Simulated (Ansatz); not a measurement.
Wanted: the native input for an Ansatz 0.2.0 run.

- Task: relaxation of cell and atoms
- Functional: revPBE
- Dispersion: D3(BJ)
- Potentials or basis: Ansatz PAW
- Cutoff: 420 eV (not typed: the program's choice for these potentials)
- k mesh: 9 × 9 × 9
- Occupations: fermi-dirac, width 0.05 eV
- Spin: no spin polarisation

Crystal: HfO2.

```
CELL_PARAMETERS angstrom
0.00000 2.55750 2.55750
2.55750 0.00000 2.55750
2.55750 2.55750 0.00000
ATOMIC_POSITIONS crystal
Hf 0.00000 0.00000 0.00000
O 0.75000 0.75000 0.75000
O 0.25000 0.25000 0.25000
```

Measurements of this composition are mostly on another form, of space group No. 14.

These files were run (other wordings do the same):

input.yaml

```yaml
crystal:
  lattice:
    - [0.0, 2.5575, 2.5575]
    - [2.5575, 0.0, 2.5575]
    - [2.5575, 2.5575, 0.0]
  atoms:
    - { symbol: Hf, position: [0.0, 0.0, 0.0] }
    - { symbol: O, position: [0.75, 0.75, 0.75] }
    - { symbol: O, position: [0.25, 0.25, 0.25] }
hamiltonian:
  xc: revpbe
  pseudopotentials: { kind: paw }
  dispersion: d3bj
kpoints:
  mp_grid: { grid: [9, 9, 9] }
scf:
  occupations: { method: fermi_dirac, width: 0.05 }
output:
  forces: true
  stress: true
  write_density: true
  write_potential: true
  elf: true
  volumetric_format: npy
relax:
  f_tol: 0.01
  max_steps: 40
  cell: { stress_tol: 0.05 }
```

Potentials or basis: Ansatz PAW.

Run with:

```bash
$ ansatz run input.yaml --threads 2 --pin off --max-ram 5632MiB --backend cpu --events-out ev --progress --plain --runs-dir out
```

It gave:

```
Relaxed volume                         : 10.89 Å³/atom
Relaxed cell                           : a = 3.589 Å, b = 3.589 Å, c = 3.589 Å, α = 60.00°, β = 60.00°, γ = 60.00°
Space group after relaxing (to 0.05 Å) : Fm-3m (No. 225)
Energy gained by relaxing              : 4.6 meV/atom
Ionic steps                            : 6
Pressure after relaxing                : 0.0 GPa
Band gap on the k mesh                 : 3.97 eV, indirect (least direct gap 4.08 eV)
```

Caveat: odd divisions of the mesh miss points on the zone boundary, where band edges often lie, so the gap on the mesh can be too wide; the plane-wave basis is chosen anew once the cell has moved, so the energies of steps on either side of that aren't comparable; the pressure holds a Pulay correction of +0.8 GPa for the finite cutoff; spin-orbit coupling is left out, which moves the levels of the heavy elements; the PAW data sets come from PBE, with cores solved anew for the run's functional, which leaves a small shift of forces and pressure.

It took 2.9 s on 2 threads of Intel(R) Xeon(R) 6975P-C (Granite Rapids), on a shared host, peak memory 0.4 GiB.
